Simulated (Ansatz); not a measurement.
# Smearing, entropy and the zero-width energy in Sn

The calculation used DFT r2SCAN, scalar-relativistic, plane waves, PAW (Ansatz 0.2.0).

```yaml
crystal:
  lattice:
    - [-1.59075, 1.59075, 2.91565]
    - [1.59075, -1.59075, 2.91565]
    - [1.59075, 1.59075, -2.91565]
  atoms:
    - { symbol: Sn, position: [0.00000, 0.00000, 0.00000] }
```

```json
{
  "plane-wave cutoff": "500 eV",
  "Γ-centred k-mesh": "18×18×18",
  "spin treatment": "unpolarised"
}
```

The same metal under several smearings of width σ, on one mesh. F is the free energy, TS the smearing's entropy term for the cell of 1 atom, and E = F + TS. Gaussian occupations are ½ erfc[(ε − μ)/σ], and N counts both spins.

```csv
rule,σ (eV),F − F(narrowest) (meV/atom),TS (meV/cell)
Fermi–Dirac,0.01,-0.077,0.168
Fermi–Dirac,0.1,-9.272,19.267
Fermi–Dirac,0.3,-84.794,167.385
Fermi–Dirac,0.5,-233.096,463.903
Gaussian,0.01,0.000,0.037
Gaussian,0.1,-1.286,2.633
Gaussian,0.2,-5.462,11.579
```

Task: For a density of states N (both spins) that is flat over the smeared range, TS = Nσ²/2 (Gaussian) and (π²/3)Nσ² (Fermi–Dirac). What N does each run give?

Result:
```
       rule  σ (eV) N (states/eV a cell)
Fermi–Dirac    0.01                  0.51
Fermi–Dirac     0.1                  0.59
Fermi–Dirac     0.3                  0.57
Fermi–Dirac     0.5                  0.56
   Gaussian    0.01                  0.74
   Gaussian     0.1                  0.53
   Gaussian     0.2                  0.58
```

Equal entropy needs σ_Gauss = π√(2/3) σ_FD = 2.57 σ_FD, so a Fermi–Dirac width acts like a Gaussian one 2.57 times as large. At moderate widths N lies between 0.53 and 0.59, nearly constant, so the density of states is smooth near the Fermi level and the mesh resolves it. At the narrowest widths only the few mesh levels within σ of μ count, so N can scatter there.

Task: To second order F = E0 − TS/2 and E = E0 + TS/2. How well does E0 = (E + F)/2 undo the smearing?

Result:
| rule | σ (eV) | F − E0(narrowest) (meV/atom) | (E + F)/2 − E0(narrowest) (meV/atom) |
| --- | --- | --- | --- |
| Fermi–Dirac | 0.01 | -0.10 | -0.01 |
| Fermi–Dirac | 0.1 | -9.29 | 0.34 |
| Fermi–Dirac | 0.3 | -84.81 | -1.12 |
| Fermi–Dirac | 0.5 | -233.11 | -1.16 |
| Gaussian | 0.01 | -0.02 | 0.00 |
| Gaussian | 0.1 | -1.30 | 0.01 |
| Gaussian | 0.2 | -5.48 | 0.31 |

At Fermi–Dirac 0.1 eV the free energy is off by -9.29 meV/atom and the mean by 0.34. What remains is of order σ⁴ plus the mesh error of the narrowest run, which is no exact reference. Forces and stress are derivatives of F, not of E0, so they keep the σ² error.

This form isn't the element's structure at ambient conditions.

6 further runs of this set aren't shown.

The nearly constant N at moderate widths is what a broad-band sp metal should give. In this metallic form, the tin 5s and 5p states overlap into wide, nearly free-electron bands, while the filled 4d shell lies too deep to add sharp structure at the Fermi level. The smearing energy is therefore mainly the quadratic Sommerfeld term, which averaging E and F removes.

The remainder doesn't follow a simple quartic law. For Fermi–Dirac occupations it changes sign, from 0.34 to -1.12 meV/atom, and then barely moves, reaching -1.16 at the largest width. A constant mesh offset plus a σ⁴ term can't produce this pattern, so higher-order terms probably contribute as the thermal tails reach less uniform parts of the bands. The small remainder at the largest width thus suggests partial cancellation rather than convergence of the expansion.

The good correction here doesn't carry over automatically to energy differences with the diamond-structure form, whose density of states nearly vanishes at the Fermi level and so responds differently to smearing.
